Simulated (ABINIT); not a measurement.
The system is C.

```
CELL_PARAMETERS angstrom
0.00000 1.78337 1.78337
1.78337 0.00000 1.78337
1.78337 1.78337 0.00000
ATOMIC_POSITIONS crystal
C 0.75000 0.75000 0.75000
C 0.50000 0.50000 0.50000
```

This isn't the form of C at room conditions, which is graphite.

- Program: ABINIT 10.8.3 (patched build)
- Task: relaxation of cell and atoms
- Functional: LDA
- Potentials or basis: PseudoDojo NC SR LDA v0.4.1 standard
- Cutoff: 1116 eV
- k mesh: 10 × 10 × 10
- Occupations: fermi-dirac, width 0.05 eV
- Spin: no spin polarisation

At the start: pressure -10.9 GPa; volume 5.67 Å³/atom.

Q: Where does the relaxation end?

A: Over 4 steps the energy falls by 4.8 meV/atom and the volume is 5.53 Å³/atom (-2.4 %); space group Fd-3m (No. 227, to 0.05 Å).

The path:
```
step  energy change (eV)  largest force (eV/Å)  pressure (GPa)  volume (Å³)
   1              0.0000                0.0000          -10.91        11.34
   2             -0.0082                0.0000            4.27        10.97
   3             -0.0095                0.0000           -0.11        11.07
   4             -0.0095                0.0000            0.00        11.07
```

Final structure:
```xyz
2
Lattice="0.0000 1.7688 1.7688 1.7688 0.0000 1.7688 1.7688 1.7688 0.0000" Properties=species:S:1:pos:R:3 pbc="T T T"
C     2.6532    2.6532    2.6532
C     1.7688    1.7688    1.7688
```

The cell as given is a measured one (5.67 Å³/atom); LDA puts the equilibrium volume -2.4 % from it, thermal expansion not counted.
